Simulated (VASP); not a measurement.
AlGa3As4:

```xyz
16
Lattice="-5.6685 5.6685 0.0000 -5.6686 0.0000 5.6678 0.0000 5.6686 5.6678" Properties=species:S:1:pos:R:3 pbc="T T T"
Al   -5.6685    5.6685   11.3331
Al   -8.5028    8.5028   11.3331
Ga   -2.8358    5.6671    8.5017
Ga   -5.6671    2.8358    8.5017
Ga   -5.6700    8.5013    8.5017
Ga   -8.5013    5.6700    8.5017
Ga   -8.5028    8.5028    5.6695
Ga   -5.6685    5.6685    5.6695
As   -9.9197    7.0860    7.0851
As   -7.0854    4.2517    7.0851
As   -7.0857    7.0857    4.2510
As   -9.9200    9.9200    9.9188
As   -4.2514    4.2514    4.2510
As   -7.0857    7.0857    9.9188
As   -7.0860    9.9197    7.0851
As   -4.2517    7.0854    7.0851
```

The cell was built by a generator and needn't be a form met in nature.

Base run:

* Program: VASP 6.6.1
* Functional: PBEsol
* Potentials or basis: VASP PAW PBE potentials, release 64 (Al, Ga_d, As)
* Cutoff: 520 eV
* k mesh: 6 × 6 × 6
* Occupations: gaussian, width 0.03 eV
* Spin: no spin polarisation

Its results: band gap on the k mesh 0.64 eV.

The run is repeated on the same cell with these changes: functional from PBEsol to TB-mBJ. What comes out?

Band gap on the k mesh 1.67 eV.
